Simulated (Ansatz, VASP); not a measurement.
# BN in VASP and in Ansatz

```xyz
2
Lattice="0.0000 1.7458 1.7458 1.7458 0.0000 1.7458 1.7458 1.7458 0.0000" Properties=species:S:1:pos:R:3 pbc="T T T"
B     0.0000    0.0000    0.0000
N     1.7458    1.7458    1.7458
```

Alike in both runs: task single point; functional r2SCAN; k mesh 12 × 12 × 12; no spin polarisation.

```csv
,VASP,Ansatz
version,VASP 6.6.1,Ansatz 0.2.0
potentials or method,"VASP PAW PBE potentials, release 64 (B, N)","plane waves, PAW"
plane-wave cutoff (eV),520,500
occupations,"gaussian, width 0.01 eV",fixed
valence electrons in the cell,8,8
```

```csv
,VASP,Ansatz,Ansatz less VASP
gap on the k mesh at the Fermi level (eV),1.33,1.34,+0.011
pressure (GPa),0.4,0.0,-0.39
```

Caveats: the PAW data sets were made with another functional, which shifts forces and pressure a little (VASP). A k mesh can miss the band edges. r2SCAN opens gaps a little over a GGA but as a rule still falls short of measured ones.
